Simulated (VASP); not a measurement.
Write the native input for VASP 6.6.1 that does the following.

| Quantity | Value |
| --- | --- |
| Task | single point |
| Functional | PBE |
| Potentials or basis | VASP PAW PBE potentials, release 64 (Hf_pv) |
| Cutoff | 520 eV |
| k mesh | 8 × 8 × 8 |
| Occupations | gaussian, width 0.05 eV |
| Spin | no spin polarisation |
| Dipole correction | no |
| Further INCAR settings | ALGO = Normal; EDIFF = 1e-07; NBANDS = 11 |

The structure of Hf lies in POSCAR:

```
Hf
1.0
    0.0000000000      2.2389399613      2.2389399613
    2.2389399613      0.0000000000      2.2389399613
    2.2389399613      2.2389399613      0.0000000000
Hf
1
Direct
    0.0000000000      0.0000000000      0.0000000000
```

The cell was built by a generator and needn't be a form met in nature.

The input as run:

INCAR

```
SYSTEM = Hf
PREC = Accurate ; ENCUT = 520
EDIFF = 1E-7 ; ISMEAR = 0
SIGMA = 0.05 ; LREAL = .FALSE.
LASPH = .TRUE. ; NELM = 100
ALGO = Normal ; ISIF = 2
LWAVE = .FALSE. ; LCHARG = .FALSE.
GGA = PE ; NBANDS = 11
```

KPOINTS

```
Automatic mesh
0
G
  8 8 8
  0 0 0
```

Potentials or basis: VASP PAW PBE potentials, release 64 (Hf_pv).

Launch:

```console
$ cat potpaw_PBE.64/Hf_pv/POTCAR > POTCAR
$ mpirun -np 1 vasp_std > vasp.out
```

It gave:

```
Pressure               : 0.1 GPa
Band gap on the k mesh : none (metal or under the smearing width)
```

It took 3.9 s on 1 thread of Intel(R) Xeon(R) Platinum 8375C CPU @ 2.90GHz (Ice Lake) (shared host), peak memory 0.13 GiB.
